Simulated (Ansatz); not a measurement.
**Ruthenium, simple cubic under r²SCAN: from relaxation to bulk modulus, part 1 of 3**

What does r²SCAN give for ruthenium in the simple cubic structure? We relax it, solve it on a dense k-mesh, then scale the cell to 7 volumes from 88 to 112 % of the relaxed one and try a fit of the equation of state. The start is ferromagnetic. The k-meshes are 13×13×13 for the relaxation; 21×21×21 for the dense run; 21×21×21 for the volumes.

This is Ru in the simple cubic structure; at room conditions it is hcp.

Method: DFT r2SCAN, plane waves (500 eV) with PAW, scalar-relativistic; PBE-made PAW files, in Ansatz 0.2.0.

**1. The structure to begin with**

The structure is cubic, space group Pm-3m (No. 221). Conventional cell: a = 2.446 Å, b = 2.446 Å, c = 2.446 Å, α = 90.00°, β = 90.00°, γ = 90.00°. Ru (site symmetry m-3m) is surrounded by 6 Ru at 2.45 Å.

As a file:

```cif
data_structure
_symmetry_space_group_name_H-M 'Pm-3m'
_symmetry_Int_Tables_number 221
_cell_length_a 2.4463
_cell_length_b 2.4463
_cell_length_c 2.4463
_cell_angle_alpha 90.000
_cell_angle_beta 90.000
_cell_angle_gamma 90.000
_cell_volume 14.64
loop_
_atom_site_label
_atom_site_type_symbol
_atom_site_symmetry_multiplicity
_atom_site_Wyckoff_symbol
_atom_site_fract_x
_atom_site_fract_y
_atom_site_fract_z
_atom_site_occupancy
Ru1 Ru 1 a 0.00000 0.00000 0.00000 1
```

The atoms start with moments of +1 μB.

**2. Geometry optimisation**

input.yaml

```yaml
crystal:
  lattice:
    - [2.4462764308, 0.0, 0.0]
    - [0.0, 2.4462764308, 0.0]
    - [0.0, 0.0, 2.4462764308]
  atoms:
    - { symbol: Ru, position: [0.0, 0.0, 0.0], spin: 1.0 }
hamiltonian:
  xc: r2scan
  pseudopotentials:
    kind: paw
    azcp:
      Ru: "pseudopotentials/Ru.paw.azcp"
basis:
  ecutwfc: 500
  fft_grid_basis: typed
kpoints:
  mp_grid: { grid: [13, 13, 13], shift: [0, 0, 0] }
magnetization:
  spin_polarized: true
scf:
  occupations: { method: fermi_dirac, width: 0.05 }
relax:
  max_steps: 60
  f_tol: 0.01
  cell: {}
output:
  write_density: true
  write_potential: true
  elf: true
  volumetric_format: npy
```

Output:

```text
Warning: RAYON_NUM_THREADS=2 ignored (pool sized by the plan → 2); use --threads N
Engine: ansatz 0.2.0, aarch64-unknown-linux-gnu
Pseudopotentials: kind: paw
Pseudopotential: Ru, paw, valence charge 16, recommended cutoff 500 eV (meta_gga), <dir>
Functional definition: r2SCAN
  parameter k0 = 0.174
  parameter k1 = 0.065
  parameter a1 = 4.9479
  exchange = r2scan_x(k0 = k0, k1 = k1, a1 = a1)
  correlation = r2scan_c
Crystal: 1 atoms, lattice volume = 14.639 Å³
Basis set: ecut = 500 eV, 365 PW (Γ), exchange–correlation on 72×72×72 points (64 copies of the dense FFT grid, shifted against one another)
Bands: 13, of which v1, the nominal top of the filled ones, is band 8 counted from 1 (7 counted from 0)
Symmetry: 48 space group operations
Space group: Pm-3m (ITA 221), of the structure as read, at distance tolerance 2.4e-5 Å
Magnetic group: BNS 221.92 (UNI 1594), of the structure as read, at distance tolerance 2.4e-5 Å
k-points: 84 of 2197
Non-local potential: Ru, projectors of the file, l = 0: 3, l = 1: 2, l = 2: 2, l = 3: 1
PAW form: soft (Blöchl's): semilocal exchange-correlation on the pseudo side does not see the compensation charge
PAW frozen core: Ru, regenerated for the run's functional (the file was generated under x = pbe(κ = 0.804, μ = 0.2195149727645171), c = pbe(β = 0.06672455060314922))
PAW one-centre angular grid: Ru, 590 points (default); XC on 160 Gauss nodes
Initial density: superposition of atomic densities (chi_scale 0.1, normalization cell)
Starting moments: Σ|m| = 1 μB on 1 of 1 site
Initial wavefunctions: pseudopotential atomic-orbital guess
Functional: x = r2scan, c = r2scan; τ floored in thin density (d = 2e-4 eV/Å³)
SCF iter   1: F=—  HF=-5889.991808 eV  |F-HF|=—  |Δ(HF+E_count)|=         —  Δρ=5.06e-2 (↑5.06e-2 ↓4.18e-2)  dr2=1.11e0  dr2_τ=9.41e-3  dr2_m=3.20e-2  M=0.673 μB ∫|m|=0.678 μB  β_m=0.92  ethr=3.10e-3  ⟨swp⟩=5.9  Hψ=12363  notcnv=0
Mixer restart at iter 1: flushing history
preconditioner: auto → none  [metal: Δε(μ)=0.008 eV  Ē_g=13.572 eV  σ=0.050 eV  W_gap=0.04  n_scr=6 (ndim 8)  ℏωp=27.5 eV  f_vac=0.000  D(μ)=1.14/eV (n_scr^D=18)  sad-step TF]
SCF iter   2: F=—  HF=-5889.513850 eV  |F-HF|=—  |Δ(HF+E_count)|=   4.78e-1  Δρ=2.68e-2 (↑2.68e-2 ↓2.67e-2)  dr2=3.98e-1  dr2_τ=4.29e-3  dr2_m=2.05e-3  M=0.614 μB ∫|m|=0.637 μB  β_m=0.49  ethr=3.10e-3  ⟨swp⟩=2.0  Hψ=4258  notcnv=0  defer=67  κ⁻¹=1.0e0(r=1)
SCF iter   3: F=—  HF=-5889.417591 eV  |F-HF|=—  |Δ(HF+E_count)|=   9.63e-2  Δρ=8.62e-3 (↑8.62e-3 ↓7.65e-3)  dr2=1.56e-2  dr2_τ=3.34e-4  dr2_m=2.96e-3  M=0.529 μB ∫|m|=0.569 μB  β_m=1.00  ethr=2.49e-3  ⟨swp⟩=2.8  Hψ=3987  notcnv=0  defer=67  κ⁻¹=4.1e-2(r=2)
SCF iter   4: F=—  HF=-5889.493039 eV  |F-HF|=—  |Δ(HF+E_count)|=         —  Δρ=1.83e-2 (↑1.83e-2 ↓1.82e-2)  dr2=2.80e-3  dr2_τ=4.81e-3  dr2_m=4.25e-2  M=0.254 μB ∫|m|=0.284 μB  β_m=0.59  ethr=9.75e-5  ⟨swp⟩=2.5  Hψ=4255  notcnv=0  defer=65
Mixer restart at iter 4: flushing history
SCF iter   5: F=—  HF=-5889.513129 eV  |F-HF|=—  |Δ(HF+E_count)|=   2.01e-2  Δρ=1.59e-2 (↑1.59e-2 ↓1.57e-2)  dr2=1.24e-3  dr2_τ=1.37e-3  dr2_m=3.24e-2  M=0.134 μB ∫|m|=0.159 μB  β_m=0.30  ethr=1.75e-5  ⟨swp⟩=2.1  Hψ=4464  notcnv=0  defer=60  κ⁻¹=1.0e0(r=1)
SCF iter   6: F=—  HF=-5889.505069 eV  |F-HF|=—  |Δ(HF+E_count)|=   8.06e-3  Δρ=3.26e-3 (↑2.95e-3 ↓3.26e-3)  dr2=1.01e-4  dr2_τ=1.04e-3  dr2_m=1.24e-3  M=-0.080 μB ∫|m|=0.083 μB  β_m=0.35  ethr=7.76e-6  ⟨swp⟩=3.3  Hψ=5919  notcnv=0  defer=55  κ⁻¹=1.4e-2(r=2)
SCF iter   7: F=—  HF=-5889.509186 eV  |F-HF|=—  |Δ(HF+E_count)|=   4.12e-3  Δρ=2.38e-3 (↑2.38e-3 ↓2.23e-3)  dr2=3.17e-5  dr2_τ=5.85e-5  dr2_m=6.97e-4  M=-0.003 μB ∫|m|=0.010 μB  β_m=1.00  ethr=6.32e-7  ⟨swp⟩=3.4  Hψ=5651  notcnv=0  defer=55  κ⁻¹=1.3e-3(r=3)
SCF iter   8: F=—  HF=-5889.507277 eV  |F-HF|=—  |Δ(HF+E_count)|=   1.91e-3  Δρ=3.53e-4 (↑3.53e-4 ↓3.36e-4)  dr2=5.60e-6  dr2_τ=1.92e-6  dr2_m=1.39e-5  M=-0.024 μB ∫|m|=0.025 μB  β_m=1.00  ethr=1.98e-7  ⟨swp⟩=3.1  Hψ=5272  notcnv=0  defer=53  κ⁻¹=1.1e-3(r=4)
SCF iter   9: F=—  HF=-5889.507271 eV  |F-HF|=—  |Δ(HF+E_count)|=   6.05e-6  Δρ=2.93e-4 (↑2.93e-4 ↓2.59e-4)  dr2=2.10e-6  dr2_τ=1.13e-6  dr2_m=9.61e-6  M=-0.016 μB ∫|m|=0.018 μB  β_m=1.00  ethr=3.50e-8  ⟨swp⟩=2.0  Hψ=3616  notcnv=0  defer=52  κ⁻¹=2.2e-5(r=5)
SCF iter  10: F=—  HF=-5889.507336 eV  |F-HF|=—  |Δ(HF+E_count)|=   6.48e-5  Δρ=2.75e-4 (↑2.75e-4 ↓2.61e-4)  dr2=5.63e-7  dr2_τ=1.03e-6  dr2_m=9.45e-6  M=-0.008 μB ∫|m|=0.009 μB  β_m=1.00  ethr=1.32e-8  ⟨swp⟩=3.0  Hψ=4233  notcnv=0  defer=52  κ⁻¹=2.6e-6(r=6)
SCF iter  11: F=—  HF=-5889.507393 eV  |F-HF|=—  |Δ(HF+E_count)|=   5.69e-5  Δρ=2.08e-4 (↑2.08e-4 ↓2.02e-4)  dr2=1.13e-7  dr2_τ=6.20e-7  dr2_m=5.57e-6  M=-0.001 μB ∫|m|=0.001 μB  β_m=0.90  ethr=3.52e-9  ⟨swp⟩=3.4  Hψ=4896  notcnv=0  defer=53  κ⁻¹=3.0e-7(r=7)
SCF iter  12: F=—  HF=-5889.507391 eV  |F-HF|=—  |Δ(HF+E_count)|=   1.66e-6  Δρ=4.20e-5 (↑4.20e-5 ↓3.95e-5)  dr2=1.29e-8  dr2_τ=2.21e-8  dr2_m=2.14e-7  M=0.002 μB ∫|m|=0.002 μB  β_m=1.00  ethr=7.08e-10  ⟨swp⟩=3.1  Hψ=4823  notcnv=0  defer=53  κ⁻¹=1.3e-7(r=8)
SCF iter  13: F=—  HF=-5889.507388 eV  |F-HF|=—  |Δ(HF+E_count)|=   3.16e-6  Δρ=4.26e-6 (↑4.26e-6 ↓2.97e-6)  dr2=7.45e-10  dr2_τ=7.81e-11  dr2_m=1.26e-9  M=0.001 μB ∫|m|=0.001 μB  β_m=1.00  ethr=8.04e-11  ⟨swp⟩=3.0  Hψ=3756  notcnv=0  defer=53  κ⁻¹=5.1e-8(r=8)
SCF iter  14: F=—  HF=-5889.507388 eV  |F-HF|=—  |Δ(HF+E_count)|=   5.26e-7  Δρ=1.18e-5 (↑1.10e-5 ↓1.18e-5)  dr2=2.67e-10  dr2_τ=1.94e-9  dr2_m=1.72e-8  M=0.001 μB ∫|m|=0.001 μB  β_m=1.00  ethr=4.66e-12  ⟨swp⟩=3.1  Hψ=4886  notcnv=0  defer=53  κ⁻¹=2.9e-8(r=8)
SCF iter  15: F=—  HF=-5889.507388 eV  |F-HF|=—  |Δ(HF+E_count)|=   1.05e-7  Δρ=4.31e-6 (↑3.99e-6 ↓4.31e-6)  dr2=8.96e-11  dr2_τ=2.58e-10  dr2_m=2.25e-9  M=0.000 μB ∫|m|=0.000 μB  β_m=1.00  ethr=1.67e-12  ⟨swp⟩=3.0  Hψ=4935  notcnv=0  defer=53  κ⁻¹=2.7e-8(r=8)
SCF iter  16: F=—  HF=-5889.507388 eV  |F-HF|=—  |Δ(HF+E_count)|=   1.51e-8  Δρ=8.28e-7 (↑8.18e-7 ↓8.28e-7)  dr2=7.20e-12  dr2_τ=1.01e-11  dr2_m=8.66e-11  M=-0.000 μB ∫|m|=0.000 μB  β_m=1.00  ethr=1.00e-12  ⟨swp⟩=3.0  Hψ=4941  notcnv=0  defer=53  κ⁻¹=7.0e-7(r=8)
SCF iter  17: F=—  HF=-5889.507388 eV  |F-HF|=—  |Δ(HF+E_count)|=   5.63e-9  Δρ=3.41e-6 (↑3.41e-6 ↓3.41e-6)  dr2=8.32e-13  dr2_τ=1.74e-10  dr2_m=1.56e-9  M=-0.000 μB ∫|m|=0.000 μB  β_m=1.00  ethr=1.00e-12  ⟨swp⟩=4.0  Hψ=9267  notcnv=0  κ⁻¹=8.0e-8(r=8)
SCF iter  18: F=—  HF=-5889.507388 eV  |F-HF|=—  |Δ(HF+E_count)|=   5.58e-9  Δρ=8.43e-7 (↑8.09e-7 ↓8.43e-7)  dr2=3.51e-13  dr2_τ=1.02e-11  dr2_m=9.14e-11  M=-0.000 μB ∫|m|=0.000 μB  β_m=1.00  ethr=1.00e-12  ⟨swp⟩=6.0  Hψ=8825  notcnv=0  κ⁻¹=8.2e-8(r=8)
SCF iter  19: F=-5889.507388 eV  HF=-5889.507388 eV  |F-HF|=9.09e-12  |Δ(HF+E_count)|=  3.09e-10  Δρ=1.48e-7 (↑1.48e-7 ↓1.44e-7)  dr2=4.82e-14  dr2_τ=3.11e-13  dr2_m=2.85e-12  M=-0.000 μB ∫|m|=0.000 μB  ethr=1.00e-12  ⟨swp⟩=5.0  Hψ=8285  notcnv=0
WARN: the starting moments were not kept: the SCF closed with an absolute magnetisation of 1.3e-6 μB, where they sum to 1 μB in size (1 site). That is at most 0.1 of that sum. Measured as dr2_m measures the in/out step, that magnetisation stands 9.9e-13 eV from none, at or under the dr2_threshold of 1.0e-7 eV: it is no larger than a step whose dr2_m would equal this threshold. The system may hold no moment; this SCF shows only that its start led to no more than that. To try another start: raise the starting moments (crystal.atoms[].spin, magnetization.per_species, magnetization.initial_magnetization, or on a non-collinear deck that types none of these the spinor_matrix: blocks that start its atoms; where the total moment is fixed, keep their sum and leave initial_magnetization as it is; typed ones take the place of any that the run laid by itself, positive ones on a crystal's lanthanoids without a Hubbard term where scf.initial_density.shell_occupations: [] is typed) or, if the notice of its spin-set hold's release reads "site moments contracting" or "site moments show no strong build", lengthen the hold (scf.mixing.spin_hold: { on: { confirm: 4 } }; for m-r²SCAN on two components see the key's manual first). Each may lead to a state that holds a moment. A second SCF, from the converged charge density, with the starting moments and any scf.initial_density.shell_occupations laid on it anew, would have followed, and was not run: the deck does not ask for one (magnetization.retry_lost_moments is false, the default). To let it run, set magnetization.retry_lost_moments: true and run the deck again, where that key's refused combinations let it; where memory then withholds it, that run's warning says so.
SCF 1 converged in 19 iterations: F = -5889.507388 eV  dr2 = 4.82e-14
relax step   1: F+E_penalty+E_count = -5889.50738768 eV  Δ(F+E_penalty+E_count) = +0.000e0 eV  max|allowed force component| = 0.000e0 eV/Å  Δτ_max = 0.0000 Å  P = +14.721 GPa  Ω = 14.639 Å³  (19 SCF iters, accepted)
[... 25 lines left out ...]
relax step   2: F+E_penalty+E_count = -5889.53488983 eV  Δ(F+E_penalty+E_count) = -2.750e-2 eV  max|allowed force component| = 0.000e0 eV/Å  Δτ_max = 0.0000 Å  P = -5.600 GPa  Ω = 15.833 Å³  energy of the carried Pulay correction = -9.074e-4 eV  (16 SCF iters, accepted)
[... 22 lines left out ...]
relax step   3: F+E_penalty+E_count = -5889.54196680 eV  Δ(F+E_penalty+E_count) = -7.077e-3 eV  max|allowed force component| = 0.000e0 eV/Å  Δτ_max = 0.0000 Å  P = -0.574 GPa  Ω = 15.485 Å³  energy of the carried Pulay correction = -6.503e-4 eV  (17 SCF iters, accepted)
[... 19 lines left out ...]
relax step   4: F+E_penalty+E_count = -5889.54206214 eV  Δ(F+E_penalty+E_count) = -9.533e-5 eV  max|allowed force component| = 0.000e0 eV/Å  Δτ_max = 0.0000 Å  P = +0.027 GPa  Ω = 15.446 Å³  energy of the carried Pulay correction = -6.213e-4 eV  (14 SCF iters, dr2 threshold 1.00e-7 eV, accepted)
[... 17 lines left out ...]
relax step   5: F+E_penalty+E_count = -5889.54273233 eV  Δ(F+E_penalty+E_count) = -6.702e-4 eV  max|allowed force component| = 0.000e0 eV/Å  Δτ_max = 0.0000 Å  P = +0.043 GPa  Ω = 15.446 Å³  stress off target by 4.26e-2 GPa  SCF on the basis re-selected at this cell (its energy is not comparable with the rows above)  (11 SCF iters)
basis re-selected at this cell: Δ(F+E_penalty+E_count) = -6.702e-4 eV, ΔP = +0.015 GPa vs the last step (what re-selecting the basis moved, of the pressure what is left beyond the Pulay correction that the steps carried, after the strain that the cell walked since its last selection, with what the two solves' SCF thresholds leave and, on support functions, any second-order correction that the steps lacked; it is no measure of the basis error at this ecutwfc). The dense FFT grid was sized anew with the basis: this SCF ran on 20×20×20 points, the steps before it on 18×18×18, so part of this shift can come from that change (see relax.cell in the input reference). This SCF's stress stands 4.26e-2 GPa from its target on what of the cell is left free (relax.cell.stress_tol is 5.00e-2 GPa) and its largest allowed force component is 0.00e0 eV/Å (relax.f_tol is 1.00e-2 eV/Å): within both
SCF converged after 11 iterations
Stability not checked: this state was not tested for a lower state beside it, because the mixer in use, unlike msr1, does not test its closes by its own steps (another_mixer; see scf.mixing.algorithm and scf.lower_state_search)
Magnetization: 0.0000 μB (8.0000 up, 8.0000 down)
Absolute magnetization: 0.0000 μB (∫|ρ↑−ρ↓|, with the PAW one-centre terms)
Spin contamination: 0.0000 ħ² per cell (⟨S²⟩ above its minimum at these occupations)
Per-site moments (μB) at R_I (Å): [(7.877996224527973e-9, 1.0272954605028448)]
Free energy (F): -5889.542732 eV
Harris-Foulkes:  -5889.542732 eV  (|F-HF|=4.55e-12)
Internal energy: -5889.533675 eV  (E = F + TS)
E sigma→0 (E₀):  -5889.538204 eV
Entropy (-TS):   -0.009057 eV (-9.057 meV/atom)
Fermi energy:    20.220624 eV
--- Per-component energies (eV) ---
  E_band       = -117.052855
  E_kinetic    = 516.200423
  E_local      = -1473.645922  (includes V_loc(G=0)·N_el)
  E_nonlocal   = 345.722730
  E_hartree    = 486.053752
  E_xc         = -183.468775
  E_vxc        = -265.698853  (∫ρ·V_xc dr)
  E_paw        = -3480.201409  (= ΣΔE_a)
  E_vpaw       = -230.485670  (= ΣTr[D̂ρ^β])
  E_aug_tail   = 0.000098  (compensation charges beyond the density's cutoff)
  E_vtau       = 18.746829  (kinetic-family band-sum trace: ∫τ·v_τ [+ j·A + Jᵃ·Aᵃ] dr)
  E_ewald      = -2099.883619
  E_core_change = -0.310956  (= ΣΔE_core)
  E_smearing   = -0.009057  (= −TS)
  E_closure    = 0.000000  (closes the sum)
  Σ components = -5889.542732   (vs F -5889.542732, Δ=0.00e0)
--- Forces (eV/Å), atoms counted from 1 ---
  atom   1  Ru     0.00000000     0.00000000     0.00000000
  max |Σ_I F_I| component: 2.05e-33 eV/Å
--- Stress (GPa, compression-positive) ---
        0.042636      -0.000000       0.000000
       -0.000000       0.042636       0.000000
        0.000000       0.000000       0.042636
  P = ⅓ Tr σ = 0.0426 GPa (0.426 kbar)
--- Band table (eV; the first three rows and the last of 168) ---
  k-point 0 ↑: bands = ["-54.9774", "-23.5421", "-23.5421", "-23.5421", "12.7616", "14.4226", "14.4226", "21.9435", "21.9435", "21.9435", "37.7849", "37.7849", "37.7849"]
  k-point 1 ↑: bands = ["-54.9686", "-23.6149", "-23.5360", "-23.5360", "12.9514", "14.4654", "14.6246", "21.7426", "21.7426", "21.9588", "36.6932", "38.1355", "38.1355"]
  k-point 2 ↑: bands = ["-54.9440", "-23.8141", "-23.5190", "-23.5190", "13.4297", "14.5862", "15.2713", "21.2208", "21.2208", "22.0014", "34.5181", "39.0889", "39.0889"]
  k-point 83 ↓: bands = ["-54.5286", "-24.4283", "-24.4263", "-24.4263", "15.1432", "15.2207", "15.2207", "23.8531", "23.8531", "30.2160", "32.9905", "33.9913", "33.9913"]
--- Relaxed structure (4 steps of the walk, 4 accepted, 1 SCFs on fresh bases) ---
  F+E_penalty+E_count = -5889.54273233 eV   max|allowed force component| = 0.000e0 eV/Å   (the final SCF, on the basis selected at the relaxed cell)
  cell:  # Å, volume = 15.4459 Å³
    - [2.4904132375826538, 1.7333369499485123e-33, 0.0]
    - [1.7333369499485123e-33, 2.4904132375826538, 0.0]
    - [-5.135813185032629e-34, 0.0, 2.4904132375826538]
  atoms:
    - { symbol: Ru, position: [0.0, 0.0, 0.0] }
```

Run time: 20 s. Hardware: 2 threads of an Arm CPU, shared host; peak memory 0.32 GiB.

Step by step:

```csv
step,energy change (meV/atom),largest force (eV/Å),pressure (GPa),volume (Å³/atom)
1,0.00,0.0000,14.72,14.639
2,-27.50,0.0000,-5.60,15.833
3,-34.58,0.0000,-0.57,15.485
4,-34.67,0.0000,0.03,15.446
5,-35.34,0.0000,0.04,15.446
```

Steps that repeat a cell are solved on a basis chosen anew, so their changes of energy are no gain of the relaxation.

Changes in the cell that was computed:

|  | before | after | change |
| --- | --- | --- | --- |
| a (Å) | 2.446 | 2.490 | +1.8 % |
| b (Å) | 2.446 | 2.490 | +1.8 % |
| c (Å) | 2.446 | 2.490 | +1.8 % |
| volume (Å³/atom) | 14.639 | 15.446 | +5.5 % |
| shortest distance (Å) | 2.446 | 2.490 | +1.8 % |
| space group (spins left aside) | Pm-3m | Pm-3m | same |

(Continued in part 2 of 3.)
